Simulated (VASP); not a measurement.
# Ni (Im-3m) in VASP: notebook

The runs below take Ni through single point, with PBE.

Everything below comes from runs of VASP 6.6.1. Logs are shortened: lines on timing, memory, paths and dates and some standing lists are left out, and cuts for length are marked.

## Step 1: The structure

The structure is cubic, space group Im-3m (No. 229). Conventional cell: a = 2.767 Å, b = 2.767 Å, c = 2.767 Å, α = 90.00°, β = 90.00°, γ = 90.00°. Ni (site symmetry m-3m) has 8 Ni at 2.40 Å as nearest neighbours.

This isn't the form of Ni at room conditions, which is fcc.

## Step 2: Single point, PBE, collinear spin, ferromagnetic start

INCAR reads:

```
SYSTEM = Ni
ALGO = Normal
EDIFF = 1E-6
ENCUT = 520
GGA = PE
ISIF = 2
ISMEAR = 0
ISPIN = 2
LASPH = .True.
LCHARG = .False.
LMAXMIX = 4
LORBIT = 11
LREAL = .False.
LWAVE = .False.
MAGMOM = 1
NBANDS = 15
NELM = 100
PREC = Accurate
SIGMA = 0.02
```

KPOINTS reads:

```
k-points
0
Gamma
  13 13 13
  0 0 0
```

POSCAR reads:

```
Ni
1.0
   -1.3837154700      1.3837154700      1.3837154700
    1.3837154700     -1.3837154700      1.3837154700
    1.3837154700      1.3837154700     -1.3837154700
Ni
1
Cartesian
    0.0000000000      0.0000000000      0.0000000000
```

Potentials or basis: VASP PAW PBE potentials, release 54 (Ni).

Run with:

```bash
$ cat potpaw_PBE.54/Ni/POTCAR > POTCAR
$ mpirun -np 1 vasp_std > vasp.out
```

OUTCAR:

```text
SYSTEM = Ni
   EDIFF = 1E-6
   ENCUT = 520
   GGA = PE
   ISIF = 2
   ISMEAR = 0
   ISPIN = 2
   LASPH = .True.
   LORBIT = 11
   LREAL = .False.
   NELM = 100
   PREC = Accurate

 ion  position               nearest neighbor table
   1  0.000  0.000  0.000-

  LATTYP: Found a body centered cubic cell.
 ALAT       =     2.7674309400

  Lattice vectors:

 A1 = (  -1.3837154700,   1.3837154700,   1.3837154700)
 A2 = (   1.3837154700,  -1.3837154700,   1.3837154700)
 A3 = (   1.3837154700,   1.3837154700,  -1.3837154700)

Analysis of symmetry for initial positions (statically):
=====================================================================
 Subroutine PRICEL returns:
 Original cell was already a primitive cell.

 Routine SETGRP: Setting up the symmetry group for a
 body centered cubic supercell.

 Subroutine GETGRP returns: Found 48 space group operations
 (whereof 48 operations were pure point group operations)
 out of a pool of 48 trial point group operations.

The static configuration has the point symmetry O_h .

Analysis of symmetry for dynamics (positions and initial velocities):
=====================================================================
 Subroutine PRICEL returns:
 Original cell was already a primitive cell.

 Routine SETGRP: Setting up the symmetry group for a
 body centered cubic supercell.

 Subroutine GETGRP returns: Found 48 space group operations
 (whereof 48 operations were pure point group operations)
 out of a pool of 48 trial point group operations.

The dynamic configuration has the point symmetry O_h .

Analysis of structural, dynamic, and magnetic symmetry:
=====================================================================
 Subroutine PRICEL returns:
 Original cell was already a primitive cell.

 Routine SETGRP: Setting up the symmetry group for a
 body centered cubic supercell.

 Subroutine GETGRP returns: Found 48 space group operations
 (whereof 48 operations were pure point group operations)
 out of a pool of 48 trial point group operations.

The overall configuration has the point symmetry O_h .

 Subroutine INISYM returns: Found 48 space group operations
 (whereof 48 operations are pure point group operations),
 and found     1 'primitive' translations

----------------------------------------------------------------------------------------

                                     Primitive cell

  volume of cell :      10.5974

  direct lattice vectors                    reciprocal lattice vectors
    -1.383715470  1.383715470  1.383715470     0.000000000  0.361345964  0.361345964
     1.383715470 -1.383715470  1.383715470     0.361345964  0.000000000  0.361345964
     1.383715470  1.383715470 -1.383715470     0.361345964  0.361345964  0.000000000

  length of vectors
     2.396665497  2.396665497  2.396665497     0.511020363  0.511020363  0.511020363

  position of ions in fractional coordinates (direct lattice)
     0.000000000  0.000000000  0.000000000

  ion indices of the primitive-cell ions
   primitive index   ion index
                 1           1

----------------------------------------------------------------------------------------

 KPOINTS: k-points

Automatic generation of k-mesh.
 Grid dimensions read from file:
 generate k-points for:   13   13   13

 Generating k-lattice:

  Cartesian coordinates                     Fractional coordinates (reciprocal lattice)
     0.000000000  0.027795843  0.027795843     0.076923077  0.000000000  0.000000000
     0.027795843  0.000000000  0.027795843     0.000000000  0.076923077  0.000000000
     0.027795843  0.027795843  0.000000000     0.000000000  0.000000000  0.076923077

  Length of vectors
     0.039309259  0.039309259  0.039309259

  Shift w.r.t. Gamma in fractional coordinates (k-lattice)
     0.000000000  0.000000000  0.000000000

 Subroutine IBZKPT returns following result:
 ===========================================

 Found     84 irreducible k-points:

 Following reciprocal coordinates:
            Coordinates               Weight
  0.000000  0.000000  0.000000      1.000000
  0.076923  0.000000  0.000000     12.000000
  0.153846  0.000000  0.000000     12.000000
  0.230769  0.000000  0.000000     12.000000
  0.307692  0.000000  0.000000     12.000000
  0.384615  0.000000  0.000000     12.000000
[... 42 lines left out ...]
 -0.384615 -0.384615  0.076923     24.000000
  0.153846  0.153846  0.153846      8.000000
 [... further k-points ...]
   k-points           NKPTS =     84   k-points in BZ     NKDIM =     84   number of bands    NBANDS=     15
   number of dos      NEDOS =    301   number of ions     NIONS =      1
   total plane-waves  NPLWV =   5832
   dimension x,y,z NGX =    18 NGY =   18 NGZ =   18
   dimension x,y,z NGXF=    36 NGYF=   36 NGZF=   36
   ions per type =               1
   NGX,Y,Z   is equivalent  to a cutoff of  12.49, 12.49, 12.49 a.u.
   NGXF,Y,Z  is equivalent  to a cutoff of  24.97, 24.97, 24.97 a.u.
 SYSTEM =  Ni
   PREC   = accura    normal or accurate (medium, high low for compatibility)
   ISTART =      0    job   : 0-new  1-cont  2-samecut
   ICHARG =      2    charge: 1-file 2-atom 10-const
   ISPIN  =      2    spin polarized calculation?
   LNONCOLLINEAR =      F non collinear calculations
   LSORBIT =      F    spin-orbit coupling
   LASPH  =      T    aspherical Exc in radial PAW
   ENCUT  =  520.0 eV  38.22 Ry    6.18 a.u.   4.46  4.46  4.46*2*pi/ulx,y,z
   NELM   =    100;   NELMIN=  2; NELMDL= -5     # of ELM steps
   EDIFF  = 0.1E-05   stopping-criterion for ELM
   LREAL  =      F    real-space projection
   EDIFFG = 0.1E-04   stopping-criterion for IOM
   NSW    =      0    number of steps for IOM
   IBRION =     -1    ionic relax: 0-MD 1-quasi-New 2-CG
   NFREE  =      0    steps in history (QN), initial steepest desc. (CG)
   ISIF   =      2    stress and relaxation
   ISYM   =      2    0-nonsym 1-usesym 2-fastsym
   POTIM  = 0.5000    time-step for ionic-motion
   TEBEG  =    0.0;   TEEND  =   0.0 temperature during run
   PSTRESS=    0.0 pullay stress
   NELECT =      10.0000    total number of electrons
   NUPDOWN=      -1.0000    fix difference up-down
   EMIN   =  10.00;   EMAX   =-10.00  energy-range for DOS
   EFERMI =   0.00;   METHOD = LEGACY
   ISMEAR =     0;   SIGMA  =   0.02  broadening in eV -4-tet -1-fermi 0-gaus
   EFERMI_NEDOS =   21; number of points for ismear=-14 and -15
   IALGO  =     38    algorithm
   IMIX   =      4    mixing-type and parameters
     AMIX     =   0.40;   BMIX     =  1.00
     AMIX_MAG =   1.60;   BMIX_MAG =  1.00
  volume/ion in A,a.u.               =      10.60        71.51
  Fermi-wavevector in a.u.,A,eV,Ry     =   1.605738  3.034405 35.081190  2.578395
  Thomas-Fermi vector in A             =   2.702037
   LORBIT       =     11    0 simple, 1 ext, 2 COOP (PROOUT), +10 PAW based schemes
   GGA     = PE    functional components
   LHFCALC =     F    Hartree Fock is set to
   AEXX    =    0.0000 exact exchange contribution
   IVDW    =     0    specifies the selected vdW correction
   LEPSILON=     F    determine dielectric tensor
   LRPA    =     F    only Hartree local field effects (RPA)
 spin polarized calculation
 Gauss-broadening in eV      SIGMA  =   0.02
  energy-cutoff  :      520.00
  volume of cell :       10.60
 maximum number of plane-waves:       321
 NGX is ok and might be reduce to    18
   NGX =  9   NGY =  9   NGZ =  9

 number of electron      10.0000004 magnetization       0.5918540

 Free energy of the ion-electron system (eV)
  ---------------------------------------------------
  ext. energy  EPLUGINS =         0.00000000
  ---------------------------------------------------
  free energy    TOTEN  =        -5.36605413 eV

  energy without entropy =       -5.36572958  energy(sigma->0) =       -5.36589185

 E-fermi :   9.6150     XC(G=0): -13.4067

 val. band max:        9.5992020407   @ k =  -0.3846  -0.3846   0.1538
 cond. band min:       9.6168702056   @ k =  -0.3077   0.3846   0.0769
 fundamental gap:      0.0176681649
 Fermi energy:         9.6149913891

 spin component 1

 k-point     1 :       0.0000    0.0000    0.0000
  band No.  band energies     occupation
      1       0.5476      1.00000
      2       7.2427      1.00000
      3       7.2427      1.00000
      4       7.2427      1.00000
      5       8.7155      1.00000
      6       8.7155      1.00000
      7      36.3497      0.00000
      8      36.3497      0.00000
      9      36.3497      0.00000
     10      41.4286      0.00000
     11      41.4286      0.00000
     12      42.6682      0.00000
     13      42.6682      0.00000
     14      42.6682      0.00000
     15      43.3307      0.00000

 k-point     2 :       0.0769    0.0000    0.0000
  band No.  band energies     occupation
      1       0.7970      1.00000
      2       7.1853      1.00000
      3       7.2383      1.00000
      4       7.3573      1.00000
      5       8.6581      1.00000
      6       8.7201      1.00000
      7      34.4590      0.00000
      8      35.8688      0.00000
      9      36.0419      0.00000
     10      39.9164      0.00000
     11      40.1088      0.00000
     12      40.1757      0.00000
     13      42.5607      0.00000
     14      44.1251      0.00000
     15      45.1477      0.00000
[... 653 lines left out ...]
      3       7.0561      1.00000
      4       8.1264      1.00000
      5       8.5354      1.00000
      6       9.1137      1.00000
      7      25.0793      0.00000
      8      27.7945      0.00000
      9      32.6372      0.00000
     10      35.1843      0.00000
     11      38.1875      0.00000
     12      42.1342      0.00000
     13      47.9450      0.00000
     14      51.6104      0.00000
     15      53.5641      0.00000

 k-point    40 :      -0.3846    0.3846    0.0769
  band No.  band energies     occupation
      1       4.7954      1.00000
      2       6.5347      1.00000
      3       7.6513      1.00000
      4       8.4947      1.00000
      5       9.2086      1.00000
      6       9.4987      1.00000
      7      19.3416      0.00000
      8      29.2668      0.00000
      9      29.2958      0.00000
     10      35.9184      0.00000
     11      38.0652      0.00000
     12      41.7177      0.00000
     13      49.4028      0.00000
     14      53.7519      0.00000
     15      56.2670      0.00000

 [... further k-points ...]

 spin component 2

 k-point     1 :       0.0000    0.0000    0.0000
  band No.  band energies     occupation
      1       0.5512      1.00000
      2       7.9564      1.00000
      3       7.9564      1.00000
      4       7.9564      1.00000
      5       9.2232      1.00000
      6       9.2232      1.00000
      7      36.2671      0.00000
      8      36.2671      0.00000
      9      36.2671      0.00000
     10      41.3705      0.00000
     11      41.3705      0.00000
     12      42.8695      0.00000
     13      42.8695      0.00000
     14      42.8695      0.00000
     15      43.5102      0.00000

 k-point     2 :       0.0769    0.0000    0.0000
  band No.  band energies     occupation
      1       0.8009      1.00000
      2       7.8947      1.00000
      3       7.9481      1.00000
      4       8.0750      1.00000
      5       9.1635      1.00000
      6       9.2281      1.00000
      7      34.4317      0.00000
      8      35.7975      0.00000
      9      35.9939      0.00000
     10      40.1112      0.00000
     11      40.1352      0.00000
     12      40.3326      0.00000
     13      42.5419      0.00000
     14      44.2745      0.00000
     15      45.2541      0.00000
[... 653 lines left out ...]
      3       7.6654      1.00000
      4       8.6986      1.00000
      5       9.2764      1.00000
      6       9.6238      0.26632
      7      25.2190      0.00000
      8      27.9081      0.00000
      9      32.6911      0.00000
     10      35.2471      0.00000
     11      38.2796      0.00000
     12      42.1938      0.00000
     13      48.0396      0.00000
     14      51.6489      0.00000
     15      53.6070      0.00000

 k-point    40 :      -0.3846    0.3846    0.0769
  band No.  band energies     occupation
      1       5.0612      1.00000
      2       7.1950      1.00000
      3       7.9652      1.00000
      4       9.0942      1.00000
      5       9.9137      0.00000
      6      10.0052      0.00000
      7      19.5824      0.00000
      8      29.2438      0.00000
      9      29.4438      0.00000
     10      36.0460      0.00000
     11      38.1448      0.00000
     12      41.7571      0.00000
     13      49.4885      0.00000
     14      54.0664      0.00000
     15      56.0175      0.00000

 [... further k-points ...]

------------------------ aborting loop because EDIFF is reached ----------------------------------------

 total charge

# of ion       s       p       d       tot
------------------------------------------
    1        0.503   0.513   8.345   9.362

 magnetization (x)

# of ion       s       p       d       tot
------------------------------------------
    1       -0.003  -0.013   0.612   0.596

  FORCE on cell =-STRESS in cart. coord.  units (eV):
  Direction    XX          YY          ZZ          XY          YZ          ZX
  --------------------------------------------------------------------------------------
  -------------------------------------------------------------------------------------
  Total        0.5007301      0.5007301      0.5007301     -0.0000000     -0.0000000      0.0000000
  in kB       75.7031369     75.7031369     75.7031369     -0.0000000     -0.0000000      0.0000000
  external PRESSURE =      75.7031369 kB  Pullay stress =       0.0000000 kB

 VOLUME and BASIS-vectors are now :
 -----------------------------------------------------------------------------
  energy-cutoff  :      520.00
  volume of cell :       10.60
      direct lattice vectors                 reciprocal lattice vectors
    -1.383715470  1.383715470  1.383715470     0.000000000  0.361345964  0.361345964
     1.383715470 -1.383715470  1.383715470     0.361345964  0.000000000  0.361345964
     1.383715470  1.383715470 -1.383715470     0.361345964  0.361345964  0.000000000

 POSITION                                       TOTAL-FORCE (eV/Angst)
 -----------------------------------------------------------------------------------
      0.00000      0.00000      0.00000         0.000000      0.000000     -0.000000
 -----------------------------------------------------------------------------------
    total drift:                                0.000000      0.000000      0.000000

  FREE ENERGIE OF THE ION-ELECTRON SYSTEM (eV)
  ---------------------------------------------------
  free  energy   TOTEN  =        -5.3660541254 eV

  energy  without entropy=       -5.3657295840  energy(sigma->0) =       -5.36589185

 total charge

# of ion       s       p       d       tot
------------------------------------------
    1        0.503   0.513   8.345   9.362

 magnetization (x)

# of ion       s       p       d       tot
------------------------------------------
    1       -0.003  -0.013   0.612   0.596
```

Wall time 16 s (1 thread of Intel Xeon Platinum 8488C (Sapphire Rapids), shared host); peak memory 0.14 GiB.

Results:

| Property | Result |
| --- | --- |
| Free energy | -5.3661 eV |
| Pressure | 7.6 GPa |
| Band gap on the k mesh | none (metal or under the smearing width) |
| Net moment | 0.59 μB per cell |
| Site moments | Ni +0.60 μB |
| Valence electrons inside the program's atomic spheres | Ni 9.36 |

## Step 3: Single point, PBE, collinear spin, ferromagnetic start

run.py reads:

```python
from ase.calculators.vasp import Vasp
from ase.dft.bandgap import bandgap
from ase.io import read

atoms = read('Ni.cif')
atoms.set_initial_magnetic_moments([1.0])
calc = Vasp(
    directory='calc',
    xc='pbe',
    pp='PBE',
    setups='recommended',
    pp_version='54',
    prec='Accurate',
    encut=520,
    ediff=1e-06,
    ismear=0,
    sigma=0.02,
    lreal=False,
    lasph=True,
    nelm=120,
    algo='Fast',
    isif=2,
    lwave=False,
    lcharg=False,
    ispin=2,
    lorbit=11,
    lmaxmix=4,
    kpts=[13, 13, 13],
    gamma=True,
)
atoms.calc = calc

print('energy (eV):', atoms.get_potential_energy())
print('free energy (eV):', atoms.get_potential_energy(force_consistent=True))
print('forces (eV/A):')
print(atoms.get_forces())
print('stress (eV/A^3, Voigt):', atoms.get_stress())
print('Fermi level (eV):', calc.get_fermi_level())
print('moment (muB):', atoms.get_magnetic_moment())
print('site moments (muB):', atoms.get_magnetic_moments())
gap, top, bottom = bandgap(calc)
print('band gap (eV):', gap, 'from (spin, k, band)', top, 'to', bottom)
```

Ni.cif reads:

```cif
data_Ni
_cell_length_a 2.39666550
_cell_length_b 2.39666550
_cell_length_c 2.39666550
_cell_angle_alpha 109.47122063
_cell_angle_beta 109.47122063
_cell_angle_gamma 109.47122063
_space_group_name_H-M_alt 'P1'
_space_group_name_Hall 'P 1'
_space_group_IT_number 1
loop_
_space_group_symop_operation_xyz
'x,y,z'
loop_
_atom_site_label
_atom_site_type_symbol
_atom_site_symmetry_multiplicity
_atom_site_Wyckoff_symbol
_atom_site_fract_x
_atom_site_fract_y
_atom_site_fract_z
_atom_site_occupancy
Ni1 Ni 1 a 0.0000000000 0.0000000000 0.0000000000 1
```

Potentials or basis: VASP PAW PBE potentials, release 54 (Ni).

Run with:

```bash
$ python run.py
```

It took 15 s on 1 thread of Intel Xeon Platinum 8488C (Sapphire Rapids), shared host; peak memory 0.12 GiB.

Results (log left out):

| Quantity | Value |
| --- | --- |
| Free energy | -5.3661 eV |
| Pressure | 7.6 GPa |
| Band gap on the k mesh | none (metal or under the smearing width) |
| Net moment | 0.59 μB per cell |
| Site moments | Ni +0.60 μB |
| Valence electrons inside the program's atomic spheres | Ni 9.36 |

Levels at points of the mesh, in eV from the Fermi level:
Spin up:
```csv
k point,band 1,band 2,band 3,band 4,band 5,band 6,band 7,band 8,band 9,band 10
"(0.00, 0.00, 0.00)",-9.07,-2.37,-2.37,-2.37,-0.90,-0.90,26.73,26.73,26.73,31.81
```
Spin down:
| k point | band 2 | band 3 | band 4 | band 5 | band 6 | band 7 | band 8 | band 9 |
| --- | --- | --- | --- | --- | --- | --- | --- | --- |
| (0.00, 0.00, 0.00) | -1.66 | -1.66 | -1.66 | -0.39 | -0.39 | 26.65 | 26.65 | 26.65 |

## Step 4: The reference run

An earlier run on the cell as given: functional PBE; potentials or basis VASP PAW PBE potentials, release 64 (Ni); cutoff 520 eV; k mesh 13 × 13 × 13; occupations fermi-dirac, width 0.05 eV; collinear spin, ferromagnetic start; starting moments [1.0] μB.

* Pressure: 7.6 GPa
* Band gap on the k mesh: none (metal or under the smearing width)
* Net moment: 0.58 μB per cell
* Site moments: Ni +0.58 μB
* Valence electrons inside the program's atomic spheres: Ni 9.36
